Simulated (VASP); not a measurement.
Runs of VASP 6.6.1 on KF (Carobbiite). Symmetry: Fm-3m, No. 225, cubic system. Conventional cell: a = 5.344 Å, b = 5.344 Å, c = 5.344 Å, α = 90.00°, β = 90.00°, γ = 90.00°. Around K (site symmetry m-3m) lie 6 F at 2.67 Å. F (site symmetry m-3m) has 6 K at 2.67 Å as nearest neighbours. 

```tsv
task	level	potentials or basis	k mesh	cutoff (eV)	smearing	ladder	GW scheme	GW iterations	cutoff of the response function	frequency points	mesh quality	gap on the mesh (eV)	pressure (GPa)	V0 of scaled cells (Å³/atom)	B0 (GPa)
band structure	PBE	VASP PAW PBE potentials, release 64 (K_sv, F)	10 × 10 × 10	520	gaussian 0.02 eV	free	-	-	-	-	not flagged	6.17	-	-	-
equation of state	PBEsol	VASP PAW PBE potentials, release 64 (K_sv, F)	9 × 9 × 9	520	fermi-dirac 0.05 eV	free	-	-	-	-	not flagged	-	-	18.83	(b)
band structure	PBEsol	VASP PAW PBE potentials, release 64 (K_sv, F)	10 × 10 × 10	520	gaussian 0.02 eV	free	-	-	-	-	not flagged	6.03	-	-	-
band structure	HSE06	VASP PAW PBE potentials, release 64 (K_sv, F)	6 × 6 × 6	520	gaussian 0.02 eV	free	-	-	-	-	not flagged	(c)	0.6	-	-
equation of state	PBE	VASP PAW PBE potentials, release 64 (K_sv, F)	9 × 9 × 9	520	fermi-dirac 0.05 eV	-	-	-	-	-	not flagged	-	-	20.05	29
single point	PBE	VASP PAW PBE potentials, release 64 (K_pv, F)	9 × 9 × 9	500	gaussian 0.02 eV	-	-	-	-	-	not flagged	(a)	2.3	-	-
```

Alike in all rows: no spin polarisation; cell as given.

Fill in the values left out.

(a) 6.14; (b) 33; (c) 8.19.

Caveats: the PAW data sets were made with another functional, which shifts forces and pressure a little (some runs); an odd mesh through Γ misses points on the zone boundary, where band edges often lie (some runs).

Not every run made on this cell is shown here.
